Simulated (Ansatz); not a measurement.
# Sn2Ge: the cell at several levels of theory

Cell and atoms of an ordered 6-atom cell of Sn2Ge on the diamond lattice (P-3m1) are relaxed in turn with PBE and r2SCAN. This is a trial cell built on a prototype, not taken from a measured structure, and it needn't be the compound's ground state.

Code: Ansatz 0.2.0. PAW datasets, plane waves, zero pressure. Spin-unpolarised throughout. Whether this structure exists isn't addressed.

### Step 1. Starting point

The symmetry is P-3m1 (No. 164, trigonal); a = 4.333 Å, c = 10.613 Å in the conventional setting, 28.76 Å³ an atom. Ge has 3 Sn at 2.65 Å and 1 Ge at 2.65 Å; Sn has 4 Sn at 2.65 Å; Sn has 3 Ge at 2.65 Å and 1 Sn at 2.65 Å.

As a file:

```cif
data_structure
_symmetry_space_group_name_H-M 'P-3m1'
_symmetry_Int_Tables_number 164
_cell_length_a 4.3329
_cell_length_b 4.3329
_cell_length_c 10.6133
_cell_angle_alpha 90.000
_cell_angle_beta 90.000
_cell_angle_gamma 120.000
_cell_volume 172.56
loop_
_atom_site_label
_atom_site_type_symbol
_atom_site_symmetry_multiplicity
_atom_site_Wyckoff_symbol
_atom_site_fract_x
_atom_site_fract_y
_atom_site_fract_z
_atom_site_occupancy
Ge1 Ge 2 c 0.00000 0.00000 0.87500 1
Sn1 Sn 2 d 0.66667 0.33333 0.54167 1
Sn2 Sn 2 d 0.33333 0.66667 0.20833 1
```

### Step 2. Relaxation with PBE

The input, input.yaml:

```yaml
crystal:
  lattice:
    - [4.3328751895, 0.0, 0.0]
    - [-2.1664375947, 3.7523799855, 0.0]
    - [0.0, 0.0, 10.6133333333]
  atoms:
    - { symbol: Ge, position: [0.0, 0.0, 0.875] }
    - { symbol: Sn, position: [0.6666666667, 0.3333333333, 0.5416666667] }
    - { symbol: Sn, position: [0.3333333333, 0.6666666667, 0.2083333333] }
    - { symbol: Sn, position: [0.6666666667, 0.3333333333, 0.7916666667] }
    - { symbol: Sn, position: [0.3333333333, 0.6666666667, 0.4583333333] }
    - { symbol: Ge, position: [0.0, 0.0, 0.125] }
kpoints:
  mp_grid: { grid: [6, 6, 2] }
hamiltonian:
  xc: pbe
scf:
  occupations: { method: fermi_dirac, width: 0.02 }
relax:
  f_tol: 0.005
  cell: {}
```

On the command line:

```bash
ansatz run input.yaml --threads 4 --pin off --max-ram 6451MiB --backend cpu --events-out ev --progress --plain --runs-dir out
```

The runs that follow: r2SCAN: cell and atoms.

**Question.** What will these runs give? Wanted: for each run, a; c; volume; space group; SCF geometries.

**Answer**, as computed:

| level | a (Å) | c (Å) | volume (Å³/atom) | space group | SCF geometries |
| --- | --- | --- | --- | --- | --- |
| PBE | 4.511 | 11.000 | 32.314 | P-3m1 | 6 |
| r2SCAN | 4.454 | 10.839 | 31.044 | P-3m1 | 6 |

In words: From the start to the first minimum the volume moved by +12.4 %. r2SCAN gives the smallest cell and PBE the largest; they differ by 4.1 % in volume, a mean of 1.3 % in length.
